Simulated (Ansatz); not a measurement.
CdS (zincblende), relaxed with r2SCAN in Ansatz: space group F-43m (No. 216), cubic; conventional cell a = 5.878 Å, 25.39 Å³ an atom. Cd has 4 S at 2.55 Å; S has 4 Cd at 2.55 Å. It was then strained (epitaxial in the xy plane), atoms relaxed again within the symmetry left. Unstrained, HSE06 gives 2.106 eV (Γ, 6×6×6 mesh), and the band edges keep their places in every row. The normal direction was relaxed to zero stress. Only one sign of strain is shown, since it lowers the symmetry, and equivalent edge states can then move with another slope on the other side. Stress is positive in compression. The values are computed, spin-unpolarised, and not measurements.

Axes as in this cell:
```yaml
crystal:
  lattice:
    - [0.00000, 2.93921, 2.93921]
    - [2.93921, 0.00000, 2.93921]
    - [2.93921, 2.93921, 0.00000]
  atoms:
    - { symbol: Cd, position: [0.00000, 0.00000, 0.00000] }
    - { symbol: S, position: [0.25000, 0.25000, 0.25000] }
```

```
strain (%)        ε  ΔE_g, HSE06 (eV)  Δσ_xx, r2SCAN (GPa)
     -3.45  -0.0345            -0.059                +1.80
      -2.5  -0.0250            -0.038                +1.28
     -2.04  -0.0204            -0.030                +1.02
      -1.0  -0.0100            -0.013                +0.49
     -0.47  -0.0047            -0.005                +0.23
```

(1) Fit ΔE_g = a x + b x² to these rows by least squares, with x = ε.

(2) Fit the change of σ_xx in the same way.

(3) Predict the withheld row at -3.0 % (x = -0.0300).

## Answers

(1) The normal equations take Σx² = 2.354e-03, Σx³ = -6.628e-05, Σx⁴ = 1.991e-06, ΣxΔE = 3.751e-03 and Σx²ΔE = -1.079e-04, and give a = +1.09 eV, b = -17.9 eV; the largest residual is 0.001 eV.

(2) Δσ_xx = -47.7 x + (132) x² GPa. The slope, 48 GPa, is the biaxial modulus of the film.

(3) ΔE_g ≈ +1.09 × (-0.0300) + (-17.9) × (-0.0300)² = -0.049 eV, and Δσ_xx ≈ +1.55 GPa. The runs give -0.047 eV and +1.57 GPa, off by +0.002 eV and +0.02 GPa.

Spin-orbit coupling is left out.
